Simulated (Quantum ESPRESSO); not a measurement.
PbS:

```
Pb S
1.0
     2.07995   -5.99130    0.00000
     2.07995    5.99130    0.00000
     0.00000    0.00000    4.27932
Pb S
2 2
Cartesian
  2.0800 4.4268 1.0698
  2.0800 -4.4268 3.2095
  2.0800 1.7399 1.0698
  2.0800 -1.7399 3.2095
```

Measurements of this composition are mostly on another form, of space group No. 225.

| Quantity | Value |
| --- | --- |
| Program | Quantum ESPRESSO 7.5 |
| Task | phonons |
| Functional | RPBE |
| Potentials or basis | PseudoDojo 0.4.1 SR PBE standard |
| Cutoff | 762 eV |
| Density cutoff | 3048 eV |
| k mesh | 4 × 4 × 4, shifted |
| Occupations | fermi-dirac, width 0.05 eV |
| Spin | no spin polarisation |
| Mixing beta | 0.5 |
| Most SCF iterations | 120 |
| SCF threshold | 8e-10 Ry |

The atoms were relaxed first, and the response was taken there.

The first run showed a gap, so the response started from a second, tighter run with fixed occupations.

Q: Which optical modes does the crystal have at the zone centre, and which show in infrared and Raman spectra?

A: The optical modes are 2B1g + 2B2g + B1u + 2Ag + B2u + B3u. Infrared active: B1u + B2u + B3u. Raman active: 2B1g + 2B2g + 2Ag.

Optical modes at Γ, degenerate ones joined, polar ones without the macroscopic field:
| cm⁻¹ | components | symmetry | active in | IR intensity, summed ((D/Å)²/amu) |
| --- | --- | --- | --- | --- |
| 33 | 1 | B1g | Raman | 0.00 |
| 43 | 1 | B2g | Raman | 0.00 |
| 47 | 1 | B1u | IR | 32.65 |
| 68 | 1 | Ag | Raman | 0.00 |
| 80 | 1 | B2u | IR | 33.16 |
| 139 | 1 | B2g | Raman | 0.00 |
| 147 | 1 | B1g | Raman | 0.00 |
| 190 | 1 | B3u | IR | 11.80 |
| 198 | 1 | Ag | Raman | 0.00 |

Caveat: the shifted mesh misses Γ, where the gap is smaller or closed, so treating the crystal as an insulator may be wrong and the dielectric response too small.
